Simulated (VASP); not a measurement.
# Cd (P6_3/mmc) in VASP: further runs

The runs below take Cd through relaxation of cell and atoms, with LDA, RPBE.

Everything below comes from runs of VASP 6.6.1. Logs are shortened: lines on timing, memory, paths and dates and some standing lists are left out, and cuts for length are marked.

**1. Starting point**

Symmetry: P6_3/mmc, No. 194, hexagonal system. Conventional cell: a = 2.899 Å, b = 2.899 Å, c = 5.575 Å, α = 90.00°, β = 90.00°, γ = 120.00°. Cd (site symmetry -6m2) is surrounded by 12 Cd at 2.90 to 3.25 Å.

**2. Relaxation of cell and atoms, LDA**

Contents of INCAR:

```
SYSTEM = Cd
PREC = Accurate
ENCUT = 600
EDIFF = 1E-7
ISMEAR = 1
SIGMA = 0.1
LREAL = .False.
LASPH = .True.
NELM = 80
ALGO = Normal
ISIF = 3
LWAVE = .False.
LCHARG = .False.
GGA = CA
IBRION = 2
NSW = 90
EDIFFG = -0.005
```

Contents of KPOINTS:

```
Automatic mesh
0
Gamma
  15 15 7
  0 0 0
```

Contents of POSCAR:

```
Cd                                      
1.0
    2.8986965395     -0.0000000000      0.0000000000
   -1.4493482697      2.5103448411     -0.0000000000
    0.0000000000      0.0000000000      5.5749500759
  Cd            
     2
Direct
     0.3333333332999970    0.6666666667000030    0.2500000000000000
     0.6666666667000030    0.3333333332999970    0.7500000000000000
```

Potentials or basis: VASP PAW LDA potentials, release 64 (Cd).

Command:

```console
> cat potpaw_LDA.64/Cd/POTCAR > POTCAR
> mpirun -np 1 vasp_std > vasp.out
```

OUTCAR:

```text
SYSTEM = Cd
   PREC = Accurate
   ENCUT = 600
   EDIFF = 1E-7
   ISMEAR = 1
   LREAL = .False.
   LASPH = .True.
   NELM = 80
   ISIF = 3
   GGA = CA
   IBRION = 2
   NSW = 90
   EDIFFG = -0.005

 ion  position               nearest neighbor table
   1  0.333  0.667  0.250-   2 3.25   2 3.25   2 3.25   2 3.25   2 3.25   2 3.25
   2  0.667  0.333  0.750-   1 3.25   1 3.25   1 3.25   1 3.25   1 3.25   1 3.25

  LATTYP: Found a hexagonal cell.
 ALAT       =     2.8986965395
 C/A-ratio  =     1.9232610244

  Lattice vectors:

 A1 = (   2.8986965395,   0.0000000000,   0.0000000000)
 A2 = (  -1.4493482697,   2.5103448411,   0.0000000000)
 A3 = (   0.0000000000,   0.0000000000,   5.5749500759)

Analysis of symmetry for initial positions (statically):
=====================================================================
 Subroutine PRICEL returns:
 Original cell was already a primitive cell.

 Routine SETGRP: Setting up the symmetry group for a
 hexagonal supercell.

 Subroutine GETGRP returns: Found 24 space group operations
 (whereof 12 operations were pure point group operations)
 out of a pool of 24 trial point group operations.

The static configuration has the point symmetry D_3d.
 The point group associated with its full space group is D_6h.

Analysis of symmetry for dynamics (positions and initial velocities):
=====================================================================
 Subroutine PRICEL returns:
 Original cell was already a primitive cell.

 Routine SETGRP: Setting up the symmetry group for a
 hexagonal supercell.

 Subroutine GETGRP returns: Found 24 space group operations
 (whereof 12 operations were pure point group operations)
 out of a pool of 24 trial point group operations.

The dynamic configuration has the point symmetry D_3d.
 The point group associated with its full space group is D_6h.

 Subroutine INISYM returns: Found 24 space group operations
 (whereof 12 operations are pure point group operations),
 and found     1 'primitive' translations

----------------------------------------------------------------------------------------

                                     Primitive cell

  volume of cell :      40.5674

  direct lattice vectors                    reciprocal lattice vectors
     2.898696539  0.000000000  0.000000000     0.344982645  0.199175823  0.000000000
    -1.449348270  2.510344841  0.000000000     0.000000000  0.398351646  0.000000000
     0.000000000  0.000000000  5.574950076     0.000000000  0.000000000  0.179373804

  length of vectors
     2.898696539  2.898696540  5.574950076     0.398351646  0.398351646  0.179373804

  position of ions in fractional coordinates (direct lattice)
     0.333333333  0.666666667  0.250000000
     0.666666667  0.333333333  0.750000000

  ion indices of the primitive-cell ions
   primitive index   ion index
                 1           1
                 2           2

----------------------------------------------------------------------------------------

 KPOINTS: Automatic mesh

Automatic generation of k-mesh.
 Grid dimensions read from file:
 generate k-points for:   15   15    7

 Generating k-lattice:

  Cartesian coordinates                     Fractional coordinates (reciprocal lattice)
     0.022998843  0.013278388  0.000000000     0.066666667  0.000000000  0.000000000
     0.000000000  0.026556776  0.000000000     0.000000000  0.066666667  0.000000000
     0.000000000  0.000000000  0.025624829     0.000000000  0.000000000  0.142857143

  Length of vectors
     0.026556776  0.026556776  0.025624829

  Shift w.r.t. Gamma in fractional coordinates (k-lattice)
     0.000000000  0.000000000  0.000000000

 Subroutine IBZKPT returns following result:
 ===========================================

 Found    108 irreducible k-points:

 Following reciprocal coordinates:
            Coordinates               Weight
  0.000000  0.000000  0.000000      1.000000
  0.066667  0.000000  0.000000      6.000000
  0.133333  0.000000  0.000000      6.000000
  0.200000  0.000000  0.000000      6.000000
  0.266667  0.000000  0.000000      6.000000
  0.333333  0.000000  0.000000      6.000000
[... 16 lines left out ...]
  0.333333  0.200000  0.000000     12.000000
  0.400000  0.200000  0.000000      6.000000
 [... further k-points ...]
   k-points           NKPTS =    108   k-points in BZ     NKDIM =    108   number of bands    NBANDS=     16
   number of dos      NEDOS =    301   number of ions     NIONS =      2
   total plane-waves  NPLWV =  27648
   dimension x,y,z NGX =    24 NGY =   24 NGZ =   48
   dimension x,y,z NGXF=    48 NGYF=   48 NGZF=   96
   ions per type =               2
   NGX,Y,Z   is equivalent  to a cutoff of  13.76, 13.76, 14.31 a.u.
   NGXF,Y,Z  is equivalent  to a cutoff of  27.53, 27.53, 28.63 a.u.
 SYSTEM =  Cd
   PREC   = accura    normal or accurate (medium, high low for compatibility)
   ISTART =      0    job   : 0-new  1-cont  2-samecut
   ICHARG =      2    charge: 1-file 2-atom 10-const
   ISPIN  =      1    spin polarized calculation?
   LNONCOLLINEAR =      F non collinear calculations
   LSORBIT =      F    spin-orbit coupling
   LASPH  =      T    aspherical Exc in radial PAW
   ENCUT  =  600.0 eV  44.10 Ry    6.64 a.u.   5.79  5.79 11.13*2*pi/ulx,y,z
   NELM   =     80;   NELMIN=  2; NELMDL= -5     # of ELM steps
   EDIFF  = 0.1E-06   stopping-criterion for ELM
   LREAL  =      F    real-space projection
   EDIFFG = -.5E-02   stopping-criterion for IOM
   NSW    =     90    number of steps for IOM
   IBRION =      2    ionic relax: 0-MD 1-quasi-New 2-CG
   NFREE  =      1    steps in history (QN), initial steepest desc. (CG)
   ISIF   =      3    stress and relaxation
   ISYM   =      2    0-nonsym 1-usesym 2-fastsym
   POTIM  = 0.5000    time-step for ionic-motion
   TEBEG  =    0.0;   TEEND  =   0.0 temperature during run
   PSTRESS=    0.0 pullay stress
   NELECT =      24.0000    total number of electrons
   NUPDOWN=      -1.0000    fix difference up-down
   EMIN   =  10.00;   EMAX   =-10.00  energy-range for DOS
   EFERMI =   0.00;   METHOD = LEGACY
   ISMEAR =     1;   SIGMA  =   0.10  broadening in eV -4-tet -1-fermi 0-gaus
   EFERMI_NEDOS =   21; number of points for ismear=-14 and -15
   IALGO  =     38    algorithm
   IMIX   =      4    mixing-type and parameters
     AMIX     =   0.40;   BMIX     =  1.00
     AMIX_MAG =   1.60;   BMIX_MAG =  1.00
  volume/ion in A,a.u.               =      20.28       136.88
  Fermi-wavevector in a.u.,A,eV,Ry     =   1.374315  2.597078 25.697882  1.888741
  Thomas-Fermi vector in A             =   2.499752
   LORBIT       =      0    0 simple, 1 ext, 2 COOP (PROOUT), +10 PAW based schemes
   GGA     = CA    functional components
   LHFCALC =     F    Hartree Fock is set to
   AEXX    =    0.0000 exact exchange contribution
   IVDW    =     0    specifies the selected vdW correction
   LEPSILON=     F    determine dielectric tensor
   LRPA    =     F    only Hartree local field effects (RPA)
 conjugate gradient relaxation of ions
 non-spin polarized calculation
 Methfessel and Paxton  Order N= 1 SIGMA  =   0.10
  energy-cutoff  :      600.00
  volume of cell :       40.57
 maximum number of plane-waves:      1369
 NGX is ok and might be reduce to    24
   NGX = 11   NGY = 11   NGZ = 23

 number of electron      24.0000004 magnetization

 Free energy of the ion-electron system (eV)
  ---------------------------------------------------
  ext. energy  EPLUGINS =         0.00000000
  ---------------------------------------------------
  free energy    TOTEN  =        -3.04926604 eV

  energy without entropy =       -3.04951531  energy(sigma->0) =       -3.04934913

 E-fermi :   3.2842     XC(G=0): -11.6989

 val. band max:        3.2392850884   @ k =   0.2000   0.0667   0.1429
 cond. band min:       3.3996757911   @ k =   0.3333   0.3333   0.0000
 fundamental gap:      0.1603907027
 Fermi energy:         3.2841994736

 k-point     1 :       0.0000    0.0000    0.0000
  band No.  band energies     occupation
      1      -6.9855      2.00000
      2      -6.7317      2.00000
      3      -6.2065      2.00000
      4      -6.2065      2.00000
      5      -6.1525      2.00000
      6      -6.1525      2.00000
[... 8 lines left out ...]
     15      18.1732      0.00000
     16      18.3122      0.00000

 k-point     2 :       0.0667    0.0000    0.0000
  band No.  band energies     occupation
      1      -6.9285      2.00000
      2      -6.6611      2.00000
      3      -6.2312      2.00000
      4      -6.1747      2.00000
      5      -6.1579      2.00000
      6      -6.1054      2.00000
[... 8 lines left out ...]
     15      16.8481      0.00000
     16      18.0857      0.00000

 k-point     3 :       0.1333    0.0000    0.0000
  band No.  band energies     occupation
      1      -6.7948      2.00000
      2      -6.5296      2.00000
      3      -6.2928      2.00000
      4      -6.1947      2.00000
      5      -6.0180      2.00000
      6      -5.9699      2.00000
[... 8 lines left out ...]
     15      14.2219      0.00000
     16      16.5959      0.00000

 k-point     4 :       0.2000    0.0000    0.0000
  band No.  band energies     occupation
      1      -6.7391      2.00000
      2      -6.4895      2.00000
      3      -6.3073      2.00000
      4      -6.0896      2.00000
      5      -5.9605      2.00000
      6      -5.8057      2.00000
[... 8 lines left out ...]
     15      14.7817      0.00000
     16      15.2493      0.00000

 k-point     5 :       0.2667    0.0000    0.0000
  band No.  band energies     occupation
      1      -6.8298      2.00000
      2      -6.6126      2.00000
      3      -6.2180      2.00000
      4      -6.1388      2.00000
      5      -5.8810      2.00000
      6      -5.8574      2.00000
[... 8 lines left out ...]
     15      13.7408      0.00000
     16      14.0385      0.00000

 k-point     6 :       0.3333    0.0000    0.0000
  band No.  band energies     occupation
      1      -6.9561      2.00000
      2      -6.7507      2.00000
      3      -6.4386      2.00000
      4      -5.9923      2.00000
      5      -5.9780      2.00000
      6      -5.7998      2.00000
[... 8 lines left out ...]
     15      11.2692      0.00000
     16      12.1535      0.00000
[... 267 lines left out ...]
 k-point    21 :       0.2000    0.2000    0.0000
  band No.  band energies     occupation
      1      -6.5450      2.00000
      2      -6.4800      2.00000
      3      -6.3773      2.00000
      4      -6.1342      2.00000
      5      -6.0920      2.00000
      6      -5.9624      2.00000
[... 8 lines left out ...]
     15       8.6708      0.00000
     16      13.0393      0.00000

 k-point    22 :       0.2667    0.2000    0.0000
  band No.  band energies     occupation
      1      -6.6039      2.00000
      2      -6.4866      2.00000
      3      -6.4500      2.00000
      4      -6.1382      2.00000
      5      -6.0158      2.00000
      6      -5.8701      2.00000
[... 8 lines left out ...]
     15       7.8010      0.00000
     16      10.8507      0.00000

 k-point    23 :       0.3333    0.2000    0.0000
  band No.  band energies     occupation
      1      -6.6625      2.00000
      2      -6.5562      2.00000
      3      -6.4588      2.00000
      4      -6.1342      2.00000
      5      -5.9739      2.00000
      6      -5.8785      2.00000
[... 8 lines left out ...]
     15       7.3502      0.00000
     16       8.7458      0.00000

 k-point    24 :       0.4000    0.2000    0.0000
  band No.  band energies     occupation
      1      -6.6843      2.00000
      2      -6.5799      2.00000
      3      -6.4680      2.00000
      4      -6.1068      2.00000
      5      -6.0368      2.00000
      6      -5.8037      2.00000
[... 8 lines left out ...]
     15       7.2363      0.00000
     16       7.4897      0.00000

 [... further k-points ...]

------------------------ aborting loop because EDIFF is reached ----------------------------------------

  FORCE on cell =-STRESS in cart. coord.  units (eV):
  Direction    XX          YY          ZZ          XY          YZ          ZX
  --------------------------------------------------------------------------------------
  -------------------------------------------------------------------------------------
  Total       -0.0037393     -0.0037393      0.0060769     -0.0000000     -0.0000000      0.0000000
  in kB       -0.1476790     -0.1476790      0.2400007     -0.0000000     -0.0000000      0.0000000
  external PRESSURE =      -0.0184525 kB  Pullay stress =       0.0000000 kB

 VOLUME and BASIS-vectors are now :
 -----------------------------------------------------------------------------
  energy-cutoff  :      600.00
  volume of cell :       40.57
      direct lattice vectors                 reciprocal lattice vectors
     2.898696539  0.000000000  0.000000000     0.344982645  0.199175823  0.000000000
    -1.449348270  2.510344841  0.000000000     0.000000000  0.398351646  0.000000000
     0.000000000  0.000000000  5.574950076     0.000000000  0.000000000  0.179373804

 POSITION                                       TOTAL-FORCE (eV/Angst)
 -----------------------------------------------------------------------------------
     -0.00000      1.67356      1.39374        -0.000000      0.000000     -0.000000
      1.44935      0.83678      4.18121         0.000000     -0.000000      0.000000
 -----------------------------------------------------------------------------------
    total drift:                               -0.000000      0.000000      0.000000

  FREE ENERGIE OF THE ION-ELECTRON SYSTEM (eV)
  ---------------------------------------------------
  free  energy   TOTEN  =        -3.0492660364 eV

  energy  without entropy=       -3.0495153058  energy(sigma->0) =       -3.04934913

 reached required accuracy - stopping structural energy minimisation
```

Wall time 21 s (1 thread of Intel Xeon 6975P-C (Granite Rapids), shared host); peak memory 0.19 GiB.

Results:

| Item | Value |
| --- | --- |
| Free energy | -3.0493 eV |
| Pressure after relaxing | 0.0 GPa |
| Band gap on the k mesh | none (metal or under the smearing width) |

Final structure:
```cif
data_structure
_symmetry_space_group_name_H-M 'P 1'
_symmetry_Int_Tables_number 1
_cell_length_a 2.8987
_cell_length_b 2.8987
_cell_length_c 5.5750
_cell_angle_alpha 90.000
_cell_angle_beta 90.000
_cell_angle_gamma 120.000
_cell_volume 40.57
loop_
_atom_site_label
_atom_site_type_symbol
_atom_site_fract_x
_atom_site_fract_y
_atom_site_fract_z
_atom_site_occupancy
Cd1 Cd 0.33333 0.66667 0.25000 1
Cd2 Cd 0.66667 0.33333 0.75000 1
```

Caveat: the relaxation stopped at its first step, so nothing moved.

**3. Relaxation of cell and atoms, RPBE**

This run uses another cell than the first one, of 21.59 Å³/atom, 1.064 times its volume.

Contents of INCAR:

```
SYSTEM = Cd
  PREC = Accurate
  ENCUT = 600
  EDIFF = 1E-6
  ISMEAR = 1
  SIGMA = 0.1
  LREAL = .FALSE.
  LASPH = .TRUE.
  NELM = 80
  ALGO = Normal
  ISIF = 3
  LWAVE = .FALSE.
  LCHARG = .FALSE.
  GGA = RP
  IBRION = 2
  NSW = 90
  EDIFFG = -0.01
```

Contents of KPOINTS:

```
Automatic mesh
0
G
  15 15 7
  0 0 0
```

Contents of POSCAR:

```
Cd
1.0
    2.9788700000      0.0000000000      0.0000000000
   -1.4894350000      2.5797770946      0.0000000000
    0.0000000000      0.0000000000      5.6176500000
Cd
2
Direct
    0.3333333333      0.6666666667      0.2500000000
    0.6666666667      0.3333333333      0.7500000000
```

Potentials or basis: VASP PAW PBE potentials, release 64 (Cd).

Command:

```console
> cat potpaw_PBE.64/Cd/POTCAR > POTCAR
> mpirun -np 1 vasp_std > vasp.out
```

Run time: 96 s. Hardware: 1 thread of Intel Xeon 6975P-C (Granite Rapids), shared host; peak memory 0.23 GiB.

Results (log left out):

```
Free energy                            : -0.7153 eV
Relaxed volume                         : 24.34 Å³/atom
Relaxed cell                           : a = 3.093 Å, b = 3.093 Å, c = 5.877 Å, α = 90.00°, β = 90.00°, γ = 120.00°
Space group after relaxing (to 0.05 Å) : P6_3/mmc (No. 194)
Energy gained by relaxing              : 42.6 meV/atom
Ionic steps                            : 8
Pressure after relaxing                : 0.0 GPa
Band gap on the k mesh                 : none (metal or under the smearing width)
```

Stress tensor (GPa, compression positive):
```
-0.03  0.00  0.00
 0.00 -0.03  0.00
 0.00  0.00  0.06
```

Step by step:
```
step  energy change (eV)  largest force (eV/Å)  pressure (GPa)  volume (Å³)
   1              0.0000                0.0000            5.70        43.17
   2             -0.0838                0.0000            0.43        48.15
   3             -0.0845                0.0000           -0.10        48.88
   4             -0.0846                0.0000           -0.04        48.72
   5             -0.0845                0.0000            0.06        48.61
   6             -0.0849                0.0000            0.02        48.63
   7             -0.0851                0.0000            0.05        48.65
   8             -0.0852                0.0000            0.00        48.68
```

Final structure:
```xyz
2
Lattice="3.0927 0.0000 0.0000 -1.5463 2.6784 0.0000 0.0000 0.0000 5.8772" Properties=species:S:1:pos:R:3 pbc="T T T"
Cd    0.0000    1.7856    1.4693
Cd    1.5463    0.8928    4.4079
```

Levels at points of the mesh, in eV from the Fermi level:
```tsv
k point	band 8	band 9	band 10	band 11	band 12	band 13	band 14	band 15	band 16
(0.00, 0.00, 0.00)	-8.69	-8.50	-8.50	-8.12	-3.20	-2.60	9.62	13.48	13.71
```

Caveat: the PAW data sets were made with another functional, which shifts forces and pressure a little; the volume moved by +13 % from the deposited cell, more than functionals usually miss.
